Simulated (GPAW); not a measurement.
# Se (P3_121) in GPAW: notebook, part 2 of 2

GPAW 26.7.0.

## 3. Relaxation of cell and atoms, revPBE+D4

run.py

```python
from ase.calculators.mixing import SumCalculator
from ase.filters import FrechetCellFilter
from ase.io import read, write
from ase.optimize import BFGS
from dftd4.ase import DFTD4
from gpaw import GPAW, PW

atoms = read('POSCAR')

calc = GPAW(mode=PW(600),
            xc='revPBE',
            kpts={'size': (7, 7, 6), 'gamma': True},
            occupations={'name': 'fermi-dirac', 'width': 0.05},
            nbands=19,
            convergence={'density': 1e-05, 'forces': 0.0001},
            maxiter=150,
            txt='gpaw.txt')
atoms.calc = SumCalculator([calc, DFTD4(method='revpbe')])
opt = BFGS(FrechetCellFilter(atoms), trajectory='relax.traj', logfile='-')
done = opt.run(fmax=0.02, steps=60)
calc.write('gs.gpw')
write('result.traj', atoms)
print('Converged:', done)
print('Cell:', atoms.cell.cellpar().round(4))
print('Volume:', round(atoms.get_volume(), 4))
print(atoms.get_scaled_positions().round(5))
```

POSCAR

```
Se
1.0
    4.3662000000      0.0000000000      0.0000000000
   -2.1831000000      3.7812401180      0.0000000000
    0.0000000000      0.0000000000      4.9536000000
Se
3
Direct
    0.7746000000      0.7746000000      0.0000000000
    0.0000000000      0.2254000000      0.6666666667
    0.2254000000      0.0000000000      0.3333333333
```

Potentials or basis: the program's PAW data sets (release 1.2.1) made for this functional, pw.

Command:

```sh
$ OMP_NUM_THREADS=1 python run.py
```

Wall time 15 min (1 thread of Arm Neoverse V1, shared host); peak memory 0.47 GiB.

The run converged. Its results:

```yaml
Free_energy: -11.5310 eV
Relaxed_volume: 23.27 Å³/atom
Relaxed_cell: a = 3.954 Å, b = 3.954 Å, c = 5.156 Å, α = 90.00°, β = 90.00°, γ = 120.00°
Space_group_after_relaxing_to_0.05_Å: P3_121 (No. 152)
Energy_gained_by_relaxing: 50.3 meV/atom
Ionic_steps: 14
Pressure_after_relaxing: 0.0 GPa
Largest_force_after_relaxing: 0.007 eV/Å
Band_gap_on_the_k_mesh: 0.88 eV, indirect (least direct gap 1.07 eV)
Dispersion_energy_per_atom: -0.741 eV
```

Forces in eV/Å, atoms in the order of the input:
```
Se   0.003  0.006  0.000
Se   0.003 -0.006  0.000
Se  -0.007  0.000  0.000
```

Step by step:
| step | energy change (eV) | largest force (eV/Å) | pressure (GPa) | volume (Å³) |
| --- | --- | --- | --- | --- |
| 1 | 0.0000 | 0.4700 | -0.03 | 81.78 |
| 2 | -0.0093 | 0.3564 | -0.46 | 81.78 |
| 3 | -0.0299 | 0.0086 | -1.82 | 81.37 |
| 4 | -0.0381 | 0.0938 | -2.19 | 80.75 |
| 5 | -0.0666 | 0.2895 | -2.72 | 77.83 |
| 6 | -0.1013 | 0.3742 | -2.04 | 72.57 |
| 7 | -0.1121 | 0.3252 | -0.96 | 70.30 |
| 8 | -0.1238 | 0.2084 | -0.13 | 69.86 |
| 9 | -0.1322 | 0.0415 | 0.87 | 70.35 |
| 10 | -0.1340 | 0.0064 | 0.75 | 70.15 |
| 11 | -0.1422 | 0.0719 | 0.38 | 69.51 |
| 12 | -0.1482 | 0.0887 | 0.00 | 69.31 |
| 13 | -0.1503 | 0.0510 | -0.12 | 69.58 |
| 14 | -0.1508 | 0.0068 | -0.04 | 69.80 |

Final structure:
```xyz
3
Lattice="3.9540 0.0000 0.0000 -1.9770 3.4242 0.0000 0.0000 0.0000 5.1556" Properties=species:S:1:pos:R:3 pbc="T T T"
Se    1.4709    2.5477    0.0000
Se   -0.5061    0.8766    3.4371
Se    1.0122    0.0000    1.7185
```

Levels at points of the mesh, in eV from the valence-band top:
```csv
k point,band 5,band 6,band 7,band 8,band 9,band 10,band 11,band 12,band 13,band 14
"(0.00, 0.00, 0.00)",-3.27,-3.27,-1.83,-1.83,-0.60,1.46,1.46,2.16,6.49,6.49
"(0.00, 0.00, 0.50)",-3.03,-3.03,-1.41,-1.20,-1.20,0.88,0.96,0.96,5.51,7.07
```

Caveat: later steps reuse the first step's grids; an odd mesh through Γ misses points on the zone boundary, where band edges often lie; the volume moved by -15 % from the deposited cell, more than functionals usually miss.

## 4. Single point, PBE

run.py

```python
from ase.dft.bandgap import bandgap
from ase.io import read, write
from ase.units import Bohr, GPa
from gpaw import GPAW, PW
from gpaw.elf import elf_from_dft_calculation

atoms = read('Se.xyz')

calc = GPAW(mode=PW(600),
            xc='PBE',
            kpts={'size': (7, 7, 6), 'gamma': True},
            occupations={'name': 'methfessel-paxton', 'order': 0, 'width': 0.012},
            nbands=19,
            convergence={'density': 1e-05, 'energy': 1e-05},
            maxiter=150,
            txt='gpaw.txt')
atoms.calc = calc
energy = atoms.get_potential_energy()
forces = atoms.get_forces()
stress = atoms.get_stress()
calc.write('gs.gpw')
write('result.traj', atoms)
print(f'Energy: {energy:.6f} eV')
print('Forces (eV/A):')
print(forces.round(4))
print('Stress (GPa):', (stress / GPa).round(3))
print('Fermi level:', round(calc.get_fermi_level(), 4), 'eV')
print(f'Gap: {bandgap(calc)[0]:.4f} eV, direct: {bandgap(calc, direct=True)[0]:.4f} eV')

# fields on the real-space grid
write('density.cube', atoms, data=calc.get_pseudo_density() * Bohr**3)
write('potential.cube', atoms, data=calc.get_electrostatic_potential())
write('elf.cube', atoms, data=elf_from_dft_calculation(calc).data)
```

Se.xyz

```xyz
3
Lattice="4.3662000000 0.0000000000 0.0000000000 -2.1831000000 3.7812401180 0.0000000000 0.0000000000 0.0000000000 4.9536000000" Properties=species:S:1:pos:R:3 pbc="T T T"
Se     1.6910292600      2.9289485954      0.0000000000
Se    -0.4920707400      0.8522915226      3.3024000002
Se     0.9841414800      0.0000000000      1.6511999998
```

Potentials or basis: GPAW PAW data sets (gpaw-data 1.2.1), pw.

Command:

```sh
$ OMP_NUM_THREADS=1 python run.py
```

gpaw.txt:

```text
__  _  _
 | _ |_)|_||  |
 |__||  | ||/\| - 26.7.0

Input parameters:
  mode=PW(ecut=600.0),
  convergence={'density': 1e-05, 'energy': 1e-05},
  kpts=MonkhorstPack(size=(7, 7, 6), gamma=True),
  maxiter=150,
  nbands=19,
  occupations=Occupations(name='methfessel-paxton', order=0, width=0.012),
  xc=XC(name='PBE')

Diagonalizing LCAO Hamiltonian
Converting LCAO to pw mode

       Se

           Se
              Se

Atoms  # Å, Bohr magnetons
|   | symbol |         x |        y |        z |    initial magnetic moments |
|---|--------|-----------|----------|----------|-----------------------------|
| 0 |     Se |  1.691029 | 2.928949 | 0.000000 | ( 0.0000,  0.0000,  0.0000) |
| 1 |     Se | -0.492071 | 0.852292 | 3.302400 | ( 0.0000,  0.0000,  0.0000) |
| 2 |     Se |  0.984141 | 0.000000 | 1.651200 | ( 0.0000,  0.0000,  0.0000) |

Unit cell  # Å
| periodic |         x |        y |        z |  lengths |     angles |
|----------|-----------|----------|----------|----------|------------|
|      yes |  4.366200 | 0.000000 | 0.000000 | 4.366200 |  90.000000 |
[... 140 lines left out ...]
  Entropy:           0.000000
  Spinorbit:         0.000000
  ----------------------------
  Free energy:     -10.428408
  Extrapolated:    -10.428408

dipole moment: (-8.038328, -13.922793, -18.239505)  # |e|*Ang

Fermi level: 5.300
Eigenvalues  # (at kpt = [0.000, 0.000, 0.000])
| band index |      eig [eV] | occ [0-2] |
|------------|---------------|-----------|
|          0 |       -11.373 |     2.000 |
|          1 |        -7.250 |     2.000 |
|          2 |        -7.250 |     2.000 |
|          3 |         0.637 |     2.000 |
|          4 |         0.637 |     2.000 |
|          5 |         0.716 |     2.000 |
[... 9 lines left out ...]
|         15 |        12.895 |     0.000 |
|         16 |        13.192 |     0.000 |
|        ... |               |           |
|         18 |        13.247 |     0.000 |

Gap: 1.212 eV
Transition (v -> c):
  (s=0, k=77, n=8, [0.43, 0.14, 0.50]) -> (s=0, k=3, n=9, [0.00, 0.00, 0.50])
Direct/indirect transitions are different
Direct gap: 1.469 eV
Transition at: (s=0, k=77, n=8, [0.43, 0.14, 0.50])

Forces  # eV/Ang
|        x |        y |        z |
|----------|----------|----------|
| -0.20997 | -0.36369 |  0.00000 |  # Se   0
| -0.20996 |  0.36367 |  0.00002 |  # Se   1
|  0.41993 |  0.00000 | -0.00002 |  # Se   2

Stress tensor  # eV/Ang^3
|         x |         y |         z |
|-----------|-----------|-----------|
| -0.013808 |  0.000000 |  0.000000 |
|  0.000000 | -0.013808 | -0.000000 |
|  0.000000 | -0.000000 | -0.025035 |

# Writing to gs.gpw (mode='')
```

Wall time 66 s (1 thread of Arm Neoverse V1, shared host); peak memory 0.26 GiB.

Results:

| Property | Result |
| --- | --- |
| Free energy | -10.4284 eV |
| Pressure | 2.8 GPa |
| Largest force | 0.420 eV/Å |
| Band gap on the k mesh | 1.21 eV, indirect (least direct gap 1.47 eV) |

Forces in eV/Å, atoms in the order of the input:
```
Se  -0.210 -0.364  0.000
Se  -0.210  0.364  0.000
Se   0.420  0.000  0.000
```

Caveat: an odd mesh through Γ misses points on the zone boundary, where band edges often lie.

## 5. Summary

| task | level | potentials or basis | cell | smearing | optimizer | fmax | max steps | convergence | gap on the mesh (eV) | pressure (GPa) | relaxed volume (Å³/atom) | largest force (eV/Å) |
| --- | --- | --- | --- | --- | --- | --- | --- | --- | --- | --- | --- | --- |
| relaxation of cell and atoms | revPBE+D3(BJ) | the program's PAW data sets (release 1.2.1) made for this functional, pw | relaxed | fermi-dirac 0.05 eV | BFGS | 0.02 eV/Å | 60 | density=1e-05 forces=0.0001 | 0.88 | -0.1 | 23.28 | 0.02 |
| relaxation of cell and atoms | revPBE+D4 | the program's PAW data sets (release 1.2.1) made for this functional, pw | relaxed | fermi-dirac 0.05 eV | BFGS | 0.02 eV/Å | 60 | density=1e-05 forces=0.0001 | 0.88 | 0.0 | 23.27 | 0.01 |
| single point | PBE | GPAW PAW data sets (gpaw-data 1.2.1), pw | as given | gaussian 0.012 eV | - | - | - | - | 1.21 | 2.8 | - | 0.42 |

Alike in all rows: no spin polarisation; k mesh 7 × 7 × 6; cutoff (eV) 600.

Caveats: an odd mesh through Γ misses points on the zone boundary, where band edges often lie; later steps reuse the first step's grids (some runs); the volume moved by -15 % from the deposited cell, more than functionals usually miss (some runs).

Total energies depend on the potentials used, so only differences within one code and one set of settings carry meaning.
